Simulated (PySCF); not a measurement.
Does the structure fit the spectrum?

A compound C$_{3}$H$_{6}$O$_{2}$ gives the data below (simulated from a calculation) and was assigned the structure `CCC(=O)O`.

¹³C{¹H} NMR (computed): δ 176.8 (C), 53.5 (CH3), 22.7 (CH3).

¹H NMR (400 MHz, computed): δ 3.83 (s, 3H), 2.06 (s, 3H).

[PySCF 2.14.0 with density-fitted response routines: geometry from GFN2-xTB; J: B3LYP/pcJ-1 (without the spin–dipole term); GIAO PBE0/pcSseg-1 shieldings; non-relativistic; a single conformation; isolated molecule; rapidly exchanging positions averaged]

Chemical shifts δ = σref − σ; ¹H (σref 31.72) and ¹³C (σref 186.93) against TMS, all at this level.

**Question.** Compare with the shifts computed for the proposed structure, pairing carbons in order of shift.

**Answer.** Numbering as in the mapped SMILES `[CH3:1][CH2:2][C:3](=[O:4])[OH:5]`. Hydrogens are named by the atom that carries them.

| atom | computed for proposal | given list | difference |
| --- | --- | --- | --- |
| C3 | 178.7 | 176.8 | +1.9 |
| C2 | 28.6 | 53.5 | -24.9 |
| C1 | 10.5 | 22.7 | -12.2 |

The rms difference is 16.1 ppm and the largest -24.9 ppm at C2 (sp3 CH2 α to a carbonyl). The carbon types in order of shift don't match either: C, CH2, CH3 for the proposal against C, CH3, CH3 in the data. The proposal doesn't fit.

**Question.** Which isomer fits?

**Answer.** SMILES COC(C)=O.

- Carbon types of the structure: 1 × C, 2 × CH3, which accounts for all hydrogens.
- δC 176.8: ester carbonyl carbon; it is a carbonyl in resonance with an O or N lone pair, the region of acids, esters and amides.
- δC 22.7: methyl carbon α to a carbonyl; the adjacent C=O deshields it moderately.
- δH 3.83: hydrogen on a methyl carbon bonded to O; its carbon carries O, which withdraws density.
- δH 2.06: hydrogen on a methyl carbon α to a carbonyl; α to C=O.

Other isomers checked: COCC=O (rms 35.3 ppm).

The data come from this structure; uniqueness wasn't tested.

Shifts are as computed. Against solution values, carbons near 30 ppm lie about +3 ppm off and those near 130 ppm about +5 ppm. Of 1211 compounds with measured shifts, 218 miss one by over three times the rms of a fit or turn the order of signals round; such compounds aren't used in these exercises.
